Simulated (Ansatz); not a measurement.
# Si3N4 (P6_3/m):V_N (site 1), thermodynamic levels from a 126-atom cell, part 2 of 2

Wanted: the transition levels of a vacancy in Si3N4 (P6_3/m), from a cell of 126 host atoms with 1 N taken out.

Ansatz; place-levels on PBEsol runs: charge-transition levels and formation energies with image-charge correction and potential alignment at the atomic sites; PAW set soft_1.

So far: Starting point; The runs of each charge state.

### 3. Placing the levels, PBEsol

A charged cell interacts with its images and the background, and its potential has another zero than the host's. place-levels removes the first by a point-charge model, screened by the static dielectric constant since the ions have relaxed around the charge, and the second by comparing potentials at atoms far from the defect.

The host is a run of the defect-free crystal in the same cutoffs, grids and k-points, so that basis and sampling errors cancel in part in the differences. Its band edges come from a run of the primitive cell that searches the zone for them. The host is run in a cell of 42 atoms on a matching mesh. Chemical potentials are energies per atom of N (N2 molecule), run with the same functional and cutoff.

The input, levels.point.yaml:

```yaml
host:
  run: host.point.run
  levels_from: { run: edges.point.run }
states: [q0_M1.point.run, qp1.point.run, qp2_M1.point.run, qp3.point.run, qp3_M2.point.run]
geometry_from:
  q0_M1.point.run: q0_M1.relax.run
  qp1.point.run: qp1.relax.run
  qp2_M1.point.run: qp2_M1.relax_smeared.run
  qp3.point.run: qp3.relax_smeared.run
  qp3_M2.point.run: qp3_M2.relax.run
  host.point.run: host.relax.run
chemical_potentials:
  "N":
    energy: -378.476431
    dataset: "<sha256 of the dataset>"
epsilon: [4.29, 4.29, 4.37]
static_epsilon: [8.29, 8.29, 8.25]
vertical:
  - { from: qp1.point.run, to: qp1.point_neutral.run }
  - { from: qp2_M1.point.run, to: qp2_M1.point_neutral.run }
  - { from: qp3.point.run, to: qp3.point_neutral.run }
  - { from: qp3_M2.point.run, to: qp3_M2.point_neutral.run }
```

Run with:

```bash
$ ansatz place-levels levels.point.yaml -- --threads 8 --pin off --max-ram 22609MiB
```

Log:

```text
[... repeated set-up lines and file paths are left out, and long positions are rounded to six places ...]
(+3/+2) 0.000 eV above the valence edge (-0.892 eV without the band-filling correction), 4.186 eV under the conduction edge
(+2/+1) 0.000 eV above the valence edge (-0.600 eV without the band-filling correction), 4.186 eV under the conduction edge
(+1/0) 1.643 eV above the valence edge, 2.544 eV under the conduction edge
formation energy of charge +3: +3.813 eV with the Fermi level at the valence edge
formation energy of charge +2: +3.813 eV with the Fermi level at the valence edge
formation energy of charge +1: +3.813 eV with the Fermi level at the valence edge
formation energy of charge 0: +5.456 eV with the Fermi level at the valence edge
vertical +1 to 0: no energy, since no alignment is typed
  the change from vertical[0].from (qp1.point.run) to vertical[0].to (qp1.point_neutral.run): by its potential at epsilon [4.29, 4.29, 4.37] it stands at 0.581 0.476 0.584, with an rms radius of about 2.4 Å (1.2 1.2 1.7 Å across the planes of the cell's [...]
vertical +2 to 0: no energy, since no alignment is typed
  the change from vertical[1].from (qp2_M1.point.run) to vertical[1].to (qp2_M1.point_neutral.run): by its potential at epsilon [4.29, 4.29, 4.37] it stands at 0.597 0.468 0.583, with an rms radius of about 4.3 Å (2.5 2.5 2.5 Å across the planes of the cell's [...]
vertical +3 to 0: no energy, since no alignment is typed
  the change from vertical[2].from (qp3.point.run) to vertical[2].to (qp3.point_neutral.run): by its potential at epsilon [4.29, 4.29, 4.37] it stands at 0.602 0.464 0.584, with an rms radius of about 5.2 Å (3.1 3.1 2.9 Å across the planes of the cell's [...]
vertical +3 to 0: no energy, since no alignment is typed
  the change from vertical[3].from (qp3_M2.point.run) to vertical[3].to (qp3_M2.point_neutral.run): by its potential at epsilon [4.29, 4.29, 4.37] it stands at 0.607 0.456 0.584, with an rms radius of about 5.3 Å (3.1 3.2 2.8 Å across the planes of the cell's [...]
  edges by pbesol of host.levels_from (edges.point.run), its mesh sampled to repeats of 26.19 Å (the valence edge +0.130 eV and the conduction edge -0.336 eV from those of the host's own run), gap 4.186 eV; the host is sampled to repeats of 26.41 Å
  the defect's cells are sampled to repeats of 26.41 Å, like sampling
  charge +3: -60604.9729 eV with its correction of +1.142 eV, at epsilon [8.29, 8.29, 8.25], aligned at sites: -0.2741 eV, mean over 93 atomic sites at or beyond 4.37 Å from the defect at [0.5764, 0.4532, 0.5833], with +0.000000 for the charge's moments and [...]
  states[3] (qp3.point.run): levels filled in part (TS 0.007 eV): its energy is of no whole electron's
  charge +2: -60597.7426 eV with its correction of +0.515 eV, at epsilon [8.29, 8.29, 8.25], aligned at sites: -0.1789 eV, mean over 93 atomic sites at or beyond 4.37 Å from the defect at [0.5764, 0.4532, 0.5833], with +0.003144 for the charge's moments and [...]
  states[2] (qp2_M1.point.run): levels filled in part (TS 0.004 eV): its energy is of no whole electron's
  charge +1: -60590.2211 eV with its correction of +0.133 eV, at epsilon [8.29, 8.29, 8.25], aligned at sites: -0.0848 eV, mean over 93 atomic sites at or beyond 4.37 Å from the defect at [0.5764, 0.4532, 0.5833], with +0.004394 for the charge's moments and [...]
  charge 0: +0.000 eV for its dipole among its images, +0.000 omitted
  charge +3: states[4] (qp3_M2.point.run) stands 0.050 eV higher, with a moment of 2.00 μB against 0.00
  states[4] (qp3_M2.point.run): levels filled in part (TS 0.004 eV): its energy is of no whole electron's
  of states[3] (qp3.point.run): it parts from the run at its places by a charge that spreads by about 2.9 Å along one vector (1.5 Å or more is wide), by its potential at epsilon [4.29, 4.29, 4.37], taken for that of held ions (one typed too small widens it), [...]
  of states[2] (qp2_M1.point.run): it parts from the run at its places by a charge that spreads by about 2.5 Å along one vector (1.5 Å or more is wide), by its potential at epsilon [4.29, 4.29, 4.37], taken for that of held ions (one typed too small widens [...]
  of states[1] (qp1.point.run): it parts from the run at its places by a charge that spreads by about 1.7 Å along one vector (1.5 Å or more is wide), by its potential at epsilon [4.29, 4.29, 4.37], taken for that of held ions (one typed too small widens it), [...]
  of states[0] (q0_M1.point.run): stability_check_not_made
  of states[4] (qp3_M2.point.run): it parts from the run at its places by a charge that spreads by about 2.8 Å along one vector (1.5 Å or more is wide), by its potential at epsilon [4.29, 4.29, 4.37], taken for that of held ions (one typed too small widens [...]
  of vertical[0].from (qp1.point.run): it parts from the run at its places by a charge that spreads by about 1.7 Å along one vector (1.5 Å or more is wide), by its potential at epsilon [4.29, 4.29, 4.37], taken for that of held ions (one typed too small [...]
  vertical[0].to (qp1.point_neutral.run): levels filled in part (TS 0.009 eV): its energy is of no whole electron's
  vertical[1].from (qp2_M1.point.run): levels filled in part (TS 0.004 eV): its energy is of no whole electron's
  of vertical[1].from (qp2_M1.point.run): its moments are held at its close (magnetization.spin_locking), by a field of 0.015 eV a Bohr magneton, and its energy and levels are of the state that this holds: a run that lets them go can end lower; [...]
  vertical[1].to (qp2_M1.point_neutral.run): levels filled in part (TS 0.003 eV): its energy is of no whole electron's
  vertical[2].from (qp3.point.run): levels filled in part (TS 0.007 eV): its energy is of no whole electron's
  of vertical[2].from (qp3.point.run): its sublattices stand up to 0.0126 Å off the host's, which by the two runs' forces adds about +0.01 eV to its energy against the host's, and moves the band edges: relax the crystal first, and build the cells on it; [...]
  vertical[3].from (qp3_M2.point.run): levels filled in part (TS 0.004 eV): its energy is of no whole electron's
  of vertical[3].from (qp3_M2.point.run): its moments are held at its close (magnetization.spin_locking), by a field of 0.047 eV a Bohr magneton, and its energy and levels are of the state that this holds: a run that lets them go can end lower; [...]
```

The job ended after 0.81 s (8 threads of Arm Neoverse V2, shared host).

Levels between the charges placed, in eV above the valence top:

|  | gap (eV) | (+3/+2) | (+2/+1) | (+1/0) |
| --- | --- | --- | --- | --- |
| PBEsol | 4.19 | 0.00 | 0.00 | 1.64 |

Corrections by state:

| charge | moment (μB) | image terms and alignment (eV) | band filling (eV) | ε used | over the lowest of its charge, as the program ranks them, band filling apart (eV) |
| --- | --- | --- | --- | --- | --- |
| +3 | 0.0 | 1.142 | -1.492 | principal values (8.25, 8.29, 8.29) | 0.000 |
| +2 | 1.0 | 0.515 | -0.600 | principal values (8.25, 8.29, 8.29) | 0.000 |
| +1 | 0.0 | 0.133 | - | principal values (8.25, 8.29, 8.29) | 0.000 |
| 0 | 1.0 | 0.000 | - | - | 0.000 |
| +3 | 2.0 | 1.135 | - | principal values (8.25, 8.29, 8.29) | 0.050 |

The charged structures listed were also run neutral, and place-levels reads from each pair, by the potential or the spins, how wide the charge is by which they differ; that can be the carrier of either run.

| charge | rms radius (Å) | spread where it is widest against the cell (Å) | wide from (Å) | reading |
| --- | --- | --- | --- | --- |
| +3 | 5.2 | 2.87 | 1.51 | wide |
| +2 | 4.3 | 2.48 | 1.51 | wide |
| +1 | 2.4 | 1.68 | 1.51 | wide |

The neutral runs of these pairs need not share the spin of the lowest neutral state, and very wide values only mean spread over the cell.

From the program's caveats on the states, each cut to its opening words:

- charge +3: it parts from the run at its places by a charge that spreads by about 2.9 Å along one vector (1.5 Å or more is wide), by its potential at epsilon [4.29, 4.29, [...]
- charge +3: a band-filling correction moves a carrier to the host's band edge, which changes its energy by -1.492 eV
- charge +3: its alignment with the host at atomic sites is doubtful: the mean over the far sites moves by +0.1505 eV from their farther parts to their nearer, more than [...]
- charge +3: its sublattices stand up to 0.0126 Å off the host's, which by the two runs' forces adds about +0.01 eV to its energy against the host's, and moves the band [...]
- charge +2 (1 μB): it parts from the run at its places by a charge that spreads by about 2.5 Å along one vector (1.5 Å or more is wide), by its potential at epsilon [4.29, 4.29, [...]
- charge +2 (1 μB): a band-filling correction moves a carrier to the host's band edge, which changes its energy by -0.600 eV
- charge +2 (1 μB): its alignment with the host at atomic sites is doubtful: the mean over the far sites moves by +0.0806 eV from their farther parts to their nearer, more than [...]
- charge +2 (1 μB): its moments are held at its close (magnetization.spin_locking), by a field of 0.015 eV a Bohr magneton, and its energy and levels are of the state that this [...]
- charge +1: it parts from the run at its places by a charge that spreads by about 1.7 Å along one vector (1.5 Å or more is wide), by its potential at epsilon [4.29, 4.29, [...]
- charge 0 (1 μB): flagged: stability check not made
- charge +3 (2 μB): it parts from the run at its places by a charge that spreads by about 2.8 Å along one vector (1.5 Å or more is wide), by its potential at epsilon [4.29, 4.29, [...]
- charge +3 (2 μB): its alignment with the host at atomic sites is doubtful: the mean over the far sites moves by +0.1556 eV from their farther parts to their nearer, more than [...]
- charge +3 (2 μB): its moments are held at its close (magnetization.spin_locking), by a field of 0.047 eV a Bohr magneton, and its energy and levels are of the state that this [...]

The host's formation energy from the elements is -1.218 eV per atom; it sets how far the chemical potentials can move.

Limit set by the element alone; other compounds of these elements are not counted. Chemical potentials from the elements' reference states: N 0.00 eV, Si -2.84 eV. Formation energy by charge state (N-rich; gap 4.19 eV):

| charge | at valence top (eV) | at conduction bottom (eV) | correction included (eV) |
| --- | --- | --- | --- |
| +3 | 3.81 | 16.37 | -0.35 |
| +2 | 3.81 | 12.19 | -0.09 |
| +1 | 3.81 | 8.00 | 0.13 |
| 0 | 5.46 | 5.46 | 0.00 |

Fermi level (eV), lowest formation energy (eV) and a bar from the least value:
```
     0.00       3.81 
     0.38       4.19 #######
     0.76       4.57 ##############
     1.14       4.95 #####################
     1.52       5.33 ############################
     1.90       5.46 ##############################
     2.28       5.46 ##############################
     2.67       5.46 ##############################
     3.05       5.46 ##############################
     3.43       5.46 ##############################
     3.81       5.46 ##############################
     4.19       5.46 ##############################
```

Limit set by the element alone; other compounds of these elements are not counted. Chemical potentials from the elements' reference states: Si 0.00 eV, N -2.13 eV. Formation energy by charge state (Si-rich; gap 4.19 eV):

| charge | at valence top (eV) | at conduction bottom (eV) | correction included (eV) |
| --- | --- | --- | --- |
| +3 | 1.68 | 14.24 | -0.35 |
| +2 | 1.68 | 10.05 | -0.09 |
| +1 | 1.68 | 5.87 | 0.13 |
| 0 | 3.32 | 3.32 | 0.00 |

(Fermi level (eV), lowest formation energy (eV)): (0.00, 1.68), (0.38, 2.06), (0.76, 2.44), (1.14, 2.82), (1.52, 3.20), (1.90, 3.32), (2.28, 3.32), (2.67, 3.32), (3.05, 3.32), (3.43, 3.32), (3.81, 3.32), (4.19, 3.32)

### 4. Another choice

The levels are placed again with one choice changed, to see how much they rest on it.

levels.try0.yaml is levels.point.yaml with these lines changed:

```diff
-static_epsilon: [8.29, 8.29, 8.25]
+static_epsilon: [4.29, 4.29, 4.37]
```

Run with:

```bash
$ ansatz place-levels levels.try0.yaml -- --threads 8 --pin off --max-ram 22609MiB
```

Log:

```text
[...]
(+1/0) 1.505 eV above the valence edge, 2.681 eV under the conduction edge
formation energy of charge +3: +3.951 eV with the Fermi level at the valence edge
formation energy of charge +2: +3.951 eV with the Fermi level at the valence edge
formation energy of charge +1: +3.951 eV with the Fermi level at the valence edge
formation energy of charge 0: +5.456 eV with the Fermi level at the valence edge
vertical +1 to 0: no energy, since no alignment is typed
vertical +2 to 0: no energy, since no alignment is typed
vertical +3 to 0: no energy, since no alignment is typed
vertical +3 to 0: no energy, since no alignment is typed
[...]
[... the lines on each state left out ...]
```

The change: the electronic dielectric constant for relaxed ions.

Levels in eV above the valence top; the changed ones are not the defect's:

|  | gap (eV) | (+3/+2) | (+2/+1) | (+1/0) |
| --- | --- | --- | --- | --- |
| changed | 4.19 | 0.00 | 0.00 | 1.50 |
| as set up | 4.19 | 0.00 | 0.00 | 1.64 |

The largest shift is 0.14 eV, band-filling terms included.

### 5. What a wrong or other choice does

The levels are placed again with one choice changed, to see how much they rest on it.

levels.try1.yaml is levels.point.yaml with these lines changed:

```diff
-epsilon: [4.29, 4.29, 4.37]
-static_epsilon: [8.29, 8.29, 8.25]
+epsilon: 1.0001
+static_epsilon: 1.0001
```

Run with:

```bash
$ ansatz place-levels levels.try1.yaml -- --threads 8 --pin off --max-ram 22609MiB
```

Log:

```text
[...]
(+1/0) 0.543 eV above the valence edge, 3.643 eV under the conduction edge
formation energy of charge +3: +4.912 eV with the Fermi level at the valence edge
formation energy of charge +2: +4.912 eV with the Fermi level at the valence edge
formation energy of charge +1: +4.912 eV with the Fermi level at the valence edge
formation energy of charge 0: +5.456 eV with the Fermi level at the valence edge
vertical +1 to 0: no energy, since no alignment is typed
vertical +2 to 0: no energy, since no alignment is typed
vertical +3 to 0: no energy, since no alignment is typed
vertical +3 to 0: no energy, since no alignment is typed
[...]
[... the lines on each state left out ...]
```

The change: no screening of the image charge.

Levels in eV above the valence top; the changed ones are not the defect's:

|  | gap (eV) | (+3/+2) | (+2/+1) | (+1/0) |
| --- | --- | --- | --- | --- |
| changed | 4.19 | 0.00 | 0.00 | 0.54 |
| as set up | 4.19 | 0.00 | 0.00 | 1.64 |

The largest shift is 1.10 eV, band-filling terms included.

### 6. Results

```
gap of the host                                                          : 4.19 eV (PBEsol)
level (plus 3/plus 2)                                                    : 0.00 eV above the valence top (-0.89 eV above the valence top without the band-filling term)
level (plus 2/plus 1)                                                    : 0.00 eV above the valence top (-0.60 eV above the valence top without the band-filling term)
level (plus 1/0)                                                         : 1.64 eV above the valence top
lowest of the charges placed, just above the valence top (0.02 eV)       : +1
lowest of the charges placed, just below the conduction bottom (0.02 eV) : 0
lowest formation energy at mid-gap of the charges run, N-rich            : 5.46 eV
lowest formation energy at mid-gap of the charges run, Si-rich           : 3.32 eV
```

Of the charges placed (0, +1, +2 and +3), the lowest changes at 1.64 eV (+1/0) above the valence top, in a gap of 4.19 eV. Charges below 0 were not placed, so these runs say nothing of levels that involve them. States placed: +3 at 0 μB and 2 μB; +2 at 1 μB; +1 at 0 μB; 0 at 1 μB. Other spin states or structures, where not listed, weren't placed. The program finds carriers beyond a band edge of the host and adds a band-filling term at charge +2 (-0.60 eV) and +3 (-1.49 eV); steps to such a charge show no bound level, and a defect level inside a band would be read the same way. The program doubts the alignment of potentials for at least one state, a sign that the cell is small. Keep in mind: the images are only 8.7 Å apart; PBEsol makes the gap too small and tends to spread out bound carriers; where a gas molecule sets a chemical potential or the host's formation energy, its binding is uncorrected; force components of up to 0.16 eV/Å remain in a run at the final settings.

[Logs are printed without paths, hosts, clocks, repeated set-up lines and the standing remarks that a program may print on its own settings, such as how far it seeks lower states.]

[Hosts, paths, dates, database ids (printed as entryN), source tags and the programs' standing remarks are cut or masked in the printed files.]

[Where a table of states has a column of steps, it counts the stored structures, which are thinned; the runs took as many ionic steps or more.]

[A defect's name tells the site on which it was built; relaxed atoms can leave that site.]

[For some hosts the program warned that the k-mesh of the response run may be too coarse for force constants and the static dielectric constant; such warnings are not shown here.]
